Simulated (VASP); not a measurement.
# CaF2 (Fluorite) (Fm-3m) in VASP: settings compared

One crystal, CaF2 (Fluorite), is run at these levels: PBEsol, LDA; tasks: relaxation of cell and atoms.

Program: VASP 6.6.1. These are calculated values, not measurements. Logs are shortened: lines on timing, memory, paths and dates and some standing lists are left out, and cuts for length are marked.

## Step 1: Starting point

Symmetry: Fm-3m, No. 225, cubic system. Conventional cell: a = 5.462 Å, b = 5.462 Å, c = 5.462 Å, α = 90.00°, β = 90.00°, γ = 90.00°. Around Ca (site symmetry m-3m) lie 8 F at 2.37 Å. Around F (site symmetry -43m) lie 4 Ca at 2.37 Å.

## Step 2: Relaxation of cell and atoms, PBEsol

INCAR reads:

```
PREC = Accurate
ENCUT = 600
EDIFF = 1E-6
ISMEAR = 0
SIGMA = 0.03
LREAL = F
LASPH = T
NELM = 80
ALGO = Normal
ISIF = 3
LWAVE = F
LCHARG = F
GGA = PS
IBRION = 2
NSW = 90
EDIFFG = -0.01
KPAR = 2
```

KPOINTS reads:

```
Automatic mesh
0
Gamma
  8 8 8
```

POSCAR reads:

```
CaF2
1.0
    0.0000000000      2.7310000000      2.7310000000
    2.7310000000      0.0000000000      2.7310000000
    2.7310000000      2.7310000000      0.0000000000
Ca F
1 2
Direct
    0.0000000000      0.0000000000      0.0000000000
    0.2500000000      0.2500000000      0.2500000000
    0.7500000000      0.7500000000      0.7500000000
```

Potentials or basis: VASP PAW PBE potentials, release 64 (Ca_sv, F).

Started as:

```
$ cat potpaw_PBE.64/Ca_sv/POTCAR potpaw_PBE.64/F/POTCAR > POTCAR
$ mpirun -np 2 vasp_std > vasp.out
```

OUTCAR:

```text
PREC = Accurate
   ENCUT = 600
   EDIFF = 1E-6
   ISMEAR = 0
   LREAL = F
   LASPH = T
   NELM = 80
   ISIF = 3
   GGA = PS
   IBRION = 2
   NSW = 90
   EDIFFG = -0.01

 ion  position               nearest neighbor table
   1  0.000  0.000  0.000-   3 2.37   3 2.37   3 2.37   2 2.37   3 2.37   2 2.37   2 2.37   2 2.37

   2  0.250  0.250  0.250-   1 2.37   1 2.37   1 2.37   1 2.37
   3  0.750  0.750  0.750-   1 2.37   1 2.37   1 2.37   1 2.37

  LATTYP: Found a face centered cubic cell.
 ALAT       =     5.4620000000

  Lattice vectors:

 A1 = (   0.0000000000,   2.7310000000,   2.7310000000)
 A2 = (   2.7310000000,   0.0000000000,   2.7310000000)
 A3 = (   2.7310000000,   2.7310000000,   0.0000000000)

Analysis of symmetry for initial positions (statically):
=====================================================================
 Subroutine PRICEL returns:
 Original cell was already a primitive cell.

 Routine SETGRP: Setting up the symmetry group for a
 face centered cubic supercell.

 Subroutine GETGRP returns: Found 48 space group operations
 (whereof 48 operations were pure point group operations)
 out of a pool of 48 trial point group operations.

The static configuration has the point symmetry O_h .

Analysis of symmetry for dynamics (positions and initial velocities):
=====================================================================
 Subroutine PRICEL returns:
 Original cell was already a primitive cell.

 Routine SETGRP: Setting up the symmetry group for a
 face centered cubic supercell.

 Subroutine GETGRP returns: Found 48 space group operations
 (whereof 48 operations were pure point group operations)
 out of a pool of 48 trial point group operations.

The dynamic configuration has the point symmetry O_h .

 Subroutine INISYM returns: Found 48 space group operations
 (whereof 48 operations are pure point group operations),
 and found     1 'primitive' translations

----------------------------------------------------------------------------------------

                                     Primitive cell

  volume of cell :      40.7376

  direct lattice vectors                    reciprocal lattice vectors
     0.000000000  2.731000000  2.731000000    -0.183083120  0.183083120  0.183083120
     2.731000000  0.000000000  2.731000000     0.183083120 -0.183083120  0.183083120
     2.731000000  2.731000000  0.000000000     0.183083120  0.183083120 -0.183083120

  length of vectors
     3.862217239  3.862217239  3.862217239     0.317109265  0.317109265  0.317109265

  position of ions in fractional coordinates (direct lattice)
     0.000000000  0.000000000  0.000000000
     0.250000000  0.250000000  0.250000000
     0.750000000  0.750000000  0.750000000

  ion indices of the primitive-cell ions
   primitive index   ion index
                 1           1
                 2           2
                 3           3

----------------------------------------------------------------------------------------

 KPOINTS: Automatic mesh

Automatic generation of k-mesh.
 Grid dimensions read from file:
 generate k-points for:    8    8    8

 Generating k-lattice:

  Cartesian coordinates                     Fractional coordinates (reciprocal lattice)
    -0.022885390  0.022885390  0.022885390     0.125000000  0.000000000  0.000000000
     0.022885390 -0.022885390  0.022885390     0.000000000  0.125000000  0.000000000
[... 73 lines left out ...]
   ISMEAR =     0;   SIGMA  =   0.03  broadening in eV -4-tet -1-fermi 0-gaus
   EFERMI_NEDOS =   21; number of points for ismear=-14 and -15
   IALGO  =     38    algorithm
   IMIX   =      4    mixing-type and parameters
     AMIX     =   0.40;   BMIX     =  1.00
     AMIX_MAG =   1.60;   BMIX_MAG =  1.00
  volume/ion in A,a.u.               =      13.58        91.64
  Fermi-wavevector in a.u.,A,eV,Ry     =   1.372398  2.593457 25.626266  1.883477
  Thomas-Fermi vector in A             =   2.498009
   LORBIT       =      0    0 simple, 1 ext, 2 COOP (PROOUT), +10 PAW based schemes
   GGA     = PS    functional components
   LHFCALC =     F    Hartree Fock is set to
   AEXX    =    0.0000 exact exchange contribution
   IVDW    =     0    specifies the selected vdW correction
   LEPSILON=     F    determine dielectric tensor
   LRPA    =     F    only Hartree local field effects (RPA)
 conjugate gradient relaxation of ions
 non-spin polarized calculation
 Gauss-broadening in eV      SIGMA  =   0.03
  energy-cutoff  :      600.00
  volume of cell :       40.74
 maximum number of plane-waves:      1380
   NGX = 15   NGY = 15   NGZ = 15

--------------------------------------- Ionic step        1  -------------------------------------------

 number of electron      23.9999989 magnetization

 Free energy of the ion-electron system (eV)
  ---------------------------------------------------
  ext. energy  EPLUGINS =         0.00000000
  ---------------------------------------------------
  free energy    TOTEN  =       -17.90250683 eV

  energy without entropy =      -17.90250683  energy(sigma->0) =      -17.90250683

 E-fermi :  -0.9173     XC(G=0):  -9.8972

 val. band max:       -1.0855183580   @ k =   0.5000   0.5000   0.0000
 cond. band min:       6.0091032785   @ k =   0.0000   0.0000   0.0000
 fundamental gap:      7.0946216365
 Fermi energy:        -0.9173301471

 k-point     1 :       0.0000    0.0000    0.0000
  band No.  band energies     occupation
      1     -36.8953      2.00000
      2     -20.9080      2.00000
      3     -20.1183      2.00000
      4     -17.9198      2.00000
      5     -17.9198      2.00000
      6     -17.9198      2.00000
[... 435 lines left out ...]
      5     -17.7593      2.00000
      6     -17.5003      2.00000
[... 8 lines left out ...]
     15       8.7270      0.00000
     16       9.1849      0.00000

 [... further k-points ...]

------------------------ aborting loop because EDIFF is reached ----------------------------------------

  FORCE on cell =-STRESS in cart. coord.  units (eV):
  Direction    XX          YY          ZZ          XY          YZ          ZX
  --------------------------------------------------------------------------------------
  -------------------------------------------------------------------------------------
  Total       -0.4254481     -0.4254481     -0.4254481      0.0000000      0.0000000      0.0000000
  in kB      -16.7325472    -16.7325472    -16.7325472      0.0000000      0.0000000      0.0000000
  external PRESSURE =     -16.7325472 kB  Pullay stress =       0.0000000 kB

 VOLUME and BASIS-vectors are now :
 -----------------------------------------------------------------------------
  energy-cutoff  :      600.00
  volume of cell :       40.74
      direct lattice vectors                 reciprocal lattice vectors
     0.000000000  2.731000000  2.731000000    -0.183083120  0.183083120  0.183083120
     2.731000000  0.000000000  2.731000000     0.183083120 -0.183083120  0.183083120
     2.731000000  2.731000000  0.000000000     0.183083120  0.183083120 -0.183083120

 POSITION                                       TOTAL-FORCE (eV/Angst)
 -----------------------------------------------------------------------------------
      0.00000      0.00000      0.00000        -0.000000      0.000000     -0.000000
      1.36550      1.36550      1.36550         0.000000     -0.000000      0.000000
      4.09650      4.09650      4.09650         0.000000      0.000000     -0.000000
 -----------------------------------------------------------------------------------
    total drift:                                0.000000     -0.000000      0.000000

  FREE ENERGIE OF THE ION-ELECTRON SYSTEM (eV)
  ---------------------------------------------------
  free  energy   TOTEN  =       -17.9025068336 eV

  energy  without entropy=      -17.9025068336  energy(sigma->0) =      -17.90250683

--------------------------------------- Ionic step        2  -------------------------------------------

 number of electron      23.9999987 magnetization

 Free energy of the ion-electron system (eV)
  ---------------------------------------------------
  ext. energy  EPLUGINS =         0.00000000
  ---------------------------------------------------
  free energy    TOTEN  =       -17.90698348 eV

  energy without entropy =      -17.90698348  energy(sigma->0) =      -17.90698348

 E-fermi :  -0.8324     XC(G=0): -10.0041

 val. band max:       -0.9750570615   @ k =   0.5000   0.5000   0.0000
 cond. band min:       6.2378121224   @ k =   0.0000   0.0000   0.0000
 fundamental gap:      7.2128691839
 Fermi energy:        -0.8324008019

 k-point     1 :       0.0000    0.0000    0.0000
  band No.  band energies     occupation
      1     -36.6876      2.00000
      2     -20.8488      2.00000
      3     -20.0266      2.00000
      4     -17.7121      2.00000
      5     -17.7121      2.00000
      6     -17.7121      2.00000
[... 435 lines left out ...]
      5     -17.5469      2.00000
      6     -17.2768      2.00000
[... 8 lines left out ...]
     15       8.9664      0.00000
     16       9.4282      0.00000

 [... further k-points ...]

------------------------ aborting loop because EDIFF is reached ----------------------------------------

  FORCE on cell =-STRESS in cart. coord.  units (eV):
  Direction    XX          YY          ZZ          XY          YZ          ZX
  --------------------------------------------------------------------------------------
  -------------------------------------------------------------------------------------
  Total        0.0004001      0.0004001      0.0004001      0.0000000      0.0000000      0.0000000
  in kB        0.0160631      0.0160631      0.0160631      0.0000000      0.0000000      0.0000000
  external PRESSURE =       0.0160631 kB  Pullay stress =       0.0000000 kB

 VOLUME and BASIS-vectors are now :
 -----------------------------------------------------------------------------
  energy-cutoff  :      600.00
  volume of cell :       39.91
      direct lattice vectors                 reciprocal lattice vectors
     0.000000000  2.712315641  2.712315641    -0.184344326  0.184344326  0.184344326
     2.712315641  0.000000000  2.712315641     0.184344326 -0.184344326  0.184344326
     2.712315641  2.712315641  0.000000000     0.184344326  0.184344326 -0.184344326

 POSITION                                       TOTAL-FORCE (eV/Angst)
 -----------------------------------------------------------------------------------
      5.42463      2.71232      2.71232         0.000000      0.000000     -0.000000
      1.35616      1.35616      1.35616         0.000000     -0.000000      0.000000
      4.06847      4.06847      4.06847        -0.000000      0.000000     -0.000000
 -----------------------------------------------------------------------------------
    total drift:                                0.000000     -0.000000      0.000000

  FREE ENERGIE OF THE ION-ELECTRON SYSTEM (eV)
  ---------------------------------------------------
  free  energy   TOTEN  =       -17.9069834807 eV

  energy  without entropy=      -17.9069834807  energy(sigma->0) =      -17.90698348

 reached required accuracy - stopping structural energy minimisation
```

It took 12 s on 2 MPI ranks of Intel Xeon Platinum 8488C (Sapphire Rapids), shared host; peak memory 0.18 GiB.

Results:

```
Free energy                            : -17.9070 eV
Relaxed volume                         : 13.30 Å³/atom
Relaxed cell                           : a = 3.836 Å, b = 3.836 Å, c = 3.836 Å, α = 60.00°, β = 60.00°, γ = 60.00°
Space group after relaxing (to 0.05 Å) : Fm-3m (No. 225)
Energy gained by relaxing              : 1.5 meV/atom
Ionic steps                            : 2
Pressure after relaxing                : 0.0 GPa
Band gap on the k mesh                 : 7.21 eV, indirect (least direct gap 7.47 eV)
```

Step by step:
```csv
step,energy change (eV),largest force (eV/Å),pressure (GPa),volume (Å³)
1,0.0000,0.0000,-1.67,40.74
2,-0.0045,0.0000,0.00,39.91
```

Final structure:
```yaml
crystal:
  lattice:
    - [0.00000, 2.71232, 2.71232]
    - [2.71232, 0.00000, 2.71232]
    - [2.71232, 2.71232, 0.00000]
  atoms:
    - { symbol: Ca, position: [0.00000, 0.00000, 0.00000] }
    - { symbol: F, position: [0.25000, 0.25000, 0.25000] }
    - { symbol: F, position: [0.75000, 0.75000, 0.75000] }
```

Caveat: the PAW data sets were made with another functional, which shifts forces and pressure a little. A k mesh can miss the band edges.

(Part 1 of 3 ends here.)
